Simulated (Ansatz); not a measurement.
Run on Mn (Im-3m) — parallel moments

Level of theory: DFT, PBE, all-electron LAPW, scalar-relativistic in Ansatz.

Command: `ansatz run input.yaml --threads 1 --pin off --max-ram 3072MiB --backend cpu --events-out ev --progress --plain --runs-dir out`

```yaml
crystal:
  lattice:
    - [3.081, 0.0, 0.0]
    - [0.0, 3.081, 0.0]
    - [0.0, 0.0, 3.081]
  atoms:
    - { symbol: Mn, position: [0.0, 0.0, 0.0], spin: 4.0 }
    - { symbol: Mn, position: [0.5, 0.5, 0.5], spin: 4.0 }
magnetization:
  spin_polarized: true
kpoints:
  mp_grid: { grid: [9, 9, 9] }
scf:
  occupations: { method: fermi_dirac, width: 0.05 }
  lower_state_search: "off"
hamiltonian:
  xc: pbe
  pseudopotentials: { kind: all_electron, lapw: { basis_error: 0.001 } }
output:
  forces: true
  stress: true
  eigenvalues: true
  populations: true
```

Output:

```
Mn: projections on atomic orbitals take those of the free atom 1s2 2s2 2p6 3s2 3p6 3d5 4s2, of charge +0.00 (hamiltonian.pseudopotentials.projection_atoms)
LAPW: plane waves up to 8.212 Å⁻¹, error target 1.0e-3 eV per atom; small_component_spin mean_spin; Mn in spheres of 1.334 Å, 15 of its electrons in bands, Dirac shells [] (how accurate: hamiltonian.pseudopotentials.lapw.basis_error, Limitations)
Engine: ansatz 0.2.0
Pseudopotentials: kind: all_electron
Pseudopotential: Mn, LAPW, valence charge 15, lapw/all_electron/scalar/gaussian/Mn, Koelling and Harmon's equation, gaussian nucleus
Functional definition: PBE
  parameter kappa = 0.804
  parameter beta = 0.06672455060314922
  exchange = pbe_x(kappa = kappa, mu = beta*pi^2/3)
  correlation = pbe_c(beta = beta)
Crystal: 2 atoms, lattice volume = 29.247 Å³
Basis set: ecut = 256.95493093281044 eV, 257 PW (Γ), exchange–correlation at level 2
Bands: 23, of which v1, the nominal top of the filled ones, is band 15 counted from 1 (14 counted from 0)
Symmetry: 96 space group operations
Space group: Im-3m (ITA 229), of the structure as read, at distance tolerance 3.1e-5 Å
Magnetic group: BNS 229.140 (UNI 1642), of the structure as read, at distance tolerance 3.1e-5 Å
k-points: 35 of 729
Non-local potential: Mn, projectors of the file, none
Initial density: superposition of atomic densities (chi_scale 0.1, normalization cell)
Starting moments: Σ|m| = 8 μB on 2 of 2 sites
Initial wavefunctions: plane waves of lowest kinetic energy (no species holds an atomic orbital)
Functional: x = pbe(κ = 0.804, μ = 0.2195149727645171), c = pbe(β = 0.06672455060314922)
iter 1 solved again at ethr=1.79e-5 eV; its pass at ethr=1.00e-1 eV (dr2=5.37e-3 eV) is discarded
SCF iter   1: F=—  HF=-63054.773220 eV  |F-HF|=—  |Δ(HF+E_count)|=         —  Δρ=1.39e-2 (↑1.39e-2 ↓1.37e-2)  dr2=5.53e-3  dr2_m=4.93e-2  M=7.223 μB ∫|m|=7.224 μB  β_m=0.30  ethr=1.79e-5  ⟨swp⟩=3.5  Hψ=12503  notcnv=0
preconditioner: auto → none  [metal: Δε(μ)=0.006 eV  Ē_g=7.379 eV  σ=0.050 eV  W_gap=0.03  n_scr=6 (ndim 8)  ℏωp=25.7 eV  f_vac=0.000  D(μ)=3.47/eV (n_scr^D=56)  sad-step TF]
[...]
the basis was enlarged: its passes take 455.1 KiB over the memory plan, 2 of 2 planned eigensolver slots
[...]
SCF iter  26: F=—  HF=-63054.917897 eV  |F-HF|=—  |Δ(HF+E_count)|=         —  Δρ=2.80e-6 (↑2.80e-6 ↓1.84e-6)  dr2=1.66e-10  dr2_m=1.40e-9  M=5.484 μB ∫|m|=5.548 μB  β_m=0.98  ethr=6.15e-12  ⟨swp⟩=3.0  Hψ=4773  notcnv=0
the basis was enlarged: its passes take 955.9 KiB over the memory plan, 2 of 2 planned eigensolver slots
SCF iter  27: F=—  HF=-63054.917899 eV  |F-HF|=—  |Δ(HF+E_count)|=   1.68e-6  Δρ=1.40e-5 (↑1.40e-5 ↓1.37e-5)  dr2=1.83e-10  dr2_m=5.13e-8  M=5.474 μB ∫|m|=5.538 μB  β_m=0.98  ethr=1.42e-12 (applied; sched 1.00e-12)  ⟨swp⟩=4.3  Hψ=6486  notcnv=0
SCF iter  28: F=-63054.917899 eV  HF=-63054.917899 eV  |F-HF|=8.22e-10  |Δ(HF+E_count)|=   4.77e-7  Δρ=3.08e-6 (↑2.91e-6 ↓3.08e-6)  dr2=4.24e-11  dr2_m=2.39e-9  M=5.480 μB ∫|m|=5.544 μB  ethr=1.37e-12 (applied; sched 1.00e-12)  ⟨swp⟩=4.1  Hψ=6076  notcnv=0
SCF 1 converged in 28 iterations: F = -63054.917899 eV  dr2 = 4.24e-11
SCF converged after 28 iterations
Magnetization: 5.4800 μB (17.7400 up, 12.2600 down)
Absolute magnetization: 5.5438 μB (∫|ρ↑−ρ↓|)
Spin contamination: 0.0760 ħ² per cell (⟨S²⟩ above its minimum at these occupations)
Per-site moments (μB) at R_I (Å): [(2.743628689524579, 1.334112114650105), (2.743628689524579, 1.334112114650105)]
Free energy (F): -63054.917899 eV
Harris-Foulkes:  -63054.917899 eV  (|F-HF|=8.22e-10)
Internal energy: -63054.877314 eV  (E = F + TS)
E sigma→0 (E₀):  -63054.897607 eV
Entropy (-TS):   -0.040585 eV (-20.292 meV/atom)
Fermi energy:    14.344509 eV
--- Per-component energies (eV) ---
  E_band       = -475.579895
  E_kinetic    = 63846.888164
  E_xc         = -2845.599199
  E_electrostatic = -124056.166279  (all electrons and nuclei)
  E_smearing   = -0.040585  (= −TS)
  E_closure    = 0.000000  (closes the sum)
  E_atoms      = -63037.472641  (free atoms, spherical and without spin; not in F)
  Σ components = -63054.917899   (vs F -63054.917899, Δ=0.00e0)
  Basis errors (estimates in eV, not in F): energy 2.6e-4 per atom: plane waves 2.3e-4 (1.2e-4 summed), levels above the bands 7.8e-75, relativity 9.4e-9, radial functions 3.4e-5, core shells 2.9e-9; eigenvalues (radial functions only) 9.7e-7; not estimated: angular momenta, meshes, grids; target (lapw.basis_error) 1.0e-3; muffin-tin radii Mn 1.334 Å
--- Forces (eV/Å), atoms counted from 1 ---
  atom   1  Mn     0.00000000     0.00000000     0.00000000
  atom   2  Mn     0.00000000     0.00000000    -0.00000000
  max |Σ_I F_I| component: 1.00e-30 eV/Å
--- Stress (GPa, compression-positive) ---
      -16.157795      -0.000000      -0.000000
       -0.000000     -16.157795       0.000000
       -0.000000       0.000000     -16.157795
  P = ⅓ Tr σ = -16.1578 GPa (-161.578 kbar)
--- Band table (eV; the first three rows and the last of 70) ---
  k-point 0 ↑: bands = ["-65.7325", "-65.6533", "-34.5028", "-34.5028", "-34.5028", "-34.3075", "-34.3075", "-34.3075", "7.0271", "10.6942", "10.6942", "12.6862", "12.6862", "12.6862", "13.8084", "13.8084", "14.6965", "14.6965", "14.6965", "22.4770", "22.4770", "22.4770", "27.8770"]
  k-point 1 ↑: bands = ["-65.7298", "-65.6554", "-34.5015", "-34.4966", "-34.4966", "-34.3181", "-34.3131", "-34.3131", "7.2423", "10.7764", "10.7845", "12.6845", "12.6845", "12.7440", "13.7141", "13.8447", "14.5171", "14.5171", "14.6332", "21.1630", "22.8880", "22.8880", "27.9380"]
  k-point 2 ↑: bands = ["-65.7222", "-65.6615", "-34.4963", "-34.4789", "-34.4789", "-34.3469", "-34.3292", "-34.3292", "7.8670", "10.9676", "11.0464", "12.6952", "12.6952", "12.9115", "13.4412", "13.9451", "14.0897", "14.0897", "14.4517", "18.8493", "24.0036", "24.0036", "28.1311"]
  k-point 34 ↓: bands = ["-62.7084", "-62.7079", "-31.5788", "-31.5548", "-31.5548", "-31.5032", "-31.5032", "-31.4791", "13.4806", "13.5451", "13.6110", "13.6110", "13.6737", "13.6737", "16.9255", "16.9255", "16.9290", "16.9290", "21.0548", "22.1663", "22.1663", "23.3015", "23.8674"]
--- Löwdin populations: 2 sites ---
  site symbol       q [e]    m [muB]
     0     Mn     24.7851     2.7882
     1     Mn     24.7851     2.7882
  spilling = 0.008595 (of n_electrons = 50.000000)
```

populations.tsv:

```
# site	symbol	l	j	q_up	q_dn
# orbitals = lowdin
# n_electrons = 50.000000
# spilling = 0.008595
# projection_atom_Mn: 1s2 2s2 2p6 3s2 3p6 3d5 4s2
0	Mn	0_1S	-	0.999995	0.999995
0	Mn	0_2S	-	0.999721	0.999725
0	Mn	0_3S	-	0.992825	0.992992
0	Mn	0_4S	-	0.462084	0.509028
0	Mn	1_2P	-	2.999997	2.999996
0	Mn	1_3P	-	2.999003	2.998301
0	Mn	2_3D	-	4.333056	1.498400
1	Mn	0_1S	-	0.999995	0.999995
1	Mn	0_2S	-	0.999721	0.999725
1	Mn	0_3S	-	0.992825	0.992992
1	Mn	0_4S	-	0.462084	0.509028
1	Mn	1_2P	-	2.999997	2.999996
1	Mn	1_3P	-	2.999003	2.998301
1	Mn	2_3D	-	4.333056	1.498400
```

Site moments (μB): Mn1 2.74, Mn2 2.74. Cell moment 5.48 μB.

The magnetic group in the log treats spin as a scalar label, without spin–orbit coupling.

This cell lies far from its zero-pressure volume, so the numbers describe the cell as given rather than the relaxed compound. The Ansatz runs typed with the search for lower states off end where their start leads. These are results for the start and cell typed. The real compound can order otherwise, in a larger cell, or not at all, since semilocal functionals at zero temperature often overstate magnetism.

It took 43 s on 1 thread of Arm Neoverse V1 (shared host), peak memory 0.36 GiB.
